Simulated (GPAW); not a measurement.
Runs of GPAW 26.7.0 on NiO. Symmetry: Fm-3m, No. 225, cubic system. The conventional cell has a = 4.172 Å, b = 4.172 Å, c = 4.172 Å, α = 90.00°, β = 90.00°, γ = 90.00°. Ni (site symmetry m-3m) has 6 O at 2.09 Å as nearest neighbours. Around O (site symmetry m-3m) lie 6 Ni at 2.09 Å. 

| task | level | potentials or basis | cell | cutoff (eV) | maxiter | convergence | optimizer | fmax | max steps | gap on the mesh (eV) | pressure (GPa) | moment (μB) |
| --- | --- | --- | --- | --- | --- | --- | --- | --- | --- | --- | --- | --- |
| single point | LDA | the program's PAW data sets (release 1.2.1) made for this functional, pw | volume scaled by 1.08 | 650 | 120 | default | - | - | - | none | -28.9 | 0.88 |
| relaxation of cell and atoms | PBEsol | PAW data sets generated in the run's folder for this functional, pw | relaxed | 800 | 150 | density=1e-05 forces=0.0001 | BFGS | 0.02 eV/Å | 60 | none | -0.1 | (a) |
| relaxation of cell and atoms | PBEsol | PAW data sets generated in the run's folder for this functional, pw | relaxed to 5 GPa | 800 | 150 | density=1e-05 forces=0.0001 | BFGS | 0.02 eV/Å | 60 | none | 4.9 | 1.03 |
| relaxation of cell and atoms | PBEsol | PAW data sets generated in the run's folder for this functional, pw | relaxed to 10 GPa | 800 | 150 | density=1e-05 forces=0.0001 | BFGS | 0.02 eV/Å | 60 | none | 9.8 | 0.98 |
| relaxation of cell and atoms | PBEsol | PAW data sets generated in the run's folder for this functional, pw | relaxed to 20 GPa | 800 | 150 | density=1e-05 forces=0.0001 | BFGS | 0.02 eV/Å | 60 | none | 20.0 | 0.93 |
| relaxation of cell and atoms | PBEsol | PAW data sets generated in the run's folder for this functional, pw | relaxed to 2 GPa | 800 | 150 | density=1e-05 forces=0.0001 | BFGS | 0.02 eV/Å | 60 | none | 1.9 | (b) |
| relaxation of cell and atoms | PBEsol | PAW data sets generated in the run's folder for this functional, pw | relaxed to 30 GPa | 800 | 150 | density=1e-05 forces=0.0001 | BFGS | 0.02 eV/Å | 60 | none | 30.0 | 0.88 |

Alike in all rows: spin collinear, ferromagnetic start; k mesh 9 × 9 × 9; smearing fermi-dirac 0.05 eV.

Q: Estimate the missing entries.

A: (a) 1.09; (b) 1.06.

Caveats: the stock nickel data set gives pressures a few GPa off other programs; a cell with one magnetic atom can't hold antiferromagnetic order, which such compounds often take; semilocal functionals often make such compounds metallic where correlation or magnetic order opens a gap, which also shifts bond lengths; each step starts from the last one's moments, so a moment once lost doesn't come back (some runs); later steps reuse the first step's grids (some runs); the cutoff is short for stress and forces, so pressures can be off by a GPa or more (some runs).

A gap of «none» marks a metal or a gap under the smearing width.
